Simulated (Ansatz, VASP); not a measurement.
# BAs in VASP and in Ansatz

INCAR

```
SYSTEM = BAs
  PREC = Accurate
  ENCUT = 600
  EDIFF = 1E-6
  ISMEAR = -1
  SIGMA = 0.05
  LREAL = .False.
  LASPH = .True.
  NELM = 100
  ALGO = Normal
  ISIF = 3
  LWAVE = .False.
  LCHARG = .False.
  METAGGA = R2SCAN
  LMIXTAU = .True.
  IBRION = 2
  NSW = 60
  EDIFFG = -0.01
```

File KPOINTS:

```
regular mesh
0
Gamma
  9 9 9
  0 0 0
```

File POSCAR:

```
BAs
1.0
    2.9343700000      0.0000000000      0.0000000000
    0.0000000000      2.9343700000      0.0000000000
    0.0000000000      0.0000000000      2.9343700000
B As
1 1
Direct
    0.5000000000      0.5000000000      0.5000000000
    0.0000000000      0.0000000000      0.0000000000
```

File input.yaml:

```yaml
crystal:
  lattice:
    - [2.93437, 0.0, 0.0]
    - [0.0, 2.93437, 0.0]
    - [0.0, 0.0, 2.93437]
  atoms:
    - { symbol: B, position: [0.5, 0.5, 0.5] }
    - { symbol: As, position: [0.0, 0.0, 0.0] }
hamiltonian:
  xc: r2scan
  pseudopotentials: { kind: paw }
kpoints:
  mp_grid: { grid: [9, 9, 9] }
scf:
  occupations: { method: fermi_dirac, width: 0.05 }
output:
  forces: true
  stress: true
  eigenvalues: true
relax:
  f_tol: 0.01
  max_steps: 40
  cell: { stress_tol: 0.05 }
```

The cell was built by a generator and needn't be a form met in nature.

Alike in both runs: task relaxation of cell and atoms; functional r2SCAN; k mesh 9 × 9 × 9; occupations fermi-dirac, width 0.05 eV; no spin polarisation.

|  | VASP | Ansatz |
| --- | --- | --- |
| version | VASP 6.6.1 | Ansatz 0.2.0 |
| potentials or method | VASP PAW PBE potentials, release 64 (B, As) | Ansatz PAW |
| plane-wave cutoff (eV) | 600 | 500 |
| valence electrons in the cell | 8 | 18 |

Ansatz gave:

```
gap on the k mesh at the Fermi level, each at its own relaxed structure (eV) : none
relaxed volume (Å³/atom)                                                     : 12.62
relaxed cell length with the largest relative difference (Å)                 : 2.933
```

Task: Which values does VASP return?

Result: gap on the k mesh at the Fermi level, each at its own relaxed structure (eV): none; relaxed volume (Å³/atom): 12.63; relaxed cell length with the largest relative difference (Å): 2.934.

A gap of «none» marks a metal or a gap that the smearing closes. The two sets of potentials don't hold the same shells in valence.

Caveats: the relaxation stopped at its first step, so nothing moved (VASP); the PAW data sets were made with another functional, which shifts forces and pressure a little (VASP); the plane-wave basis is chosen anew once the cell has moved, so the energies of steps on either side of that aren't comparable (Ansatz); the PAW data sets come from PBE, with cores solved anew for the run's functional, which leaves a small shift of forces and pressure (Ansatz).
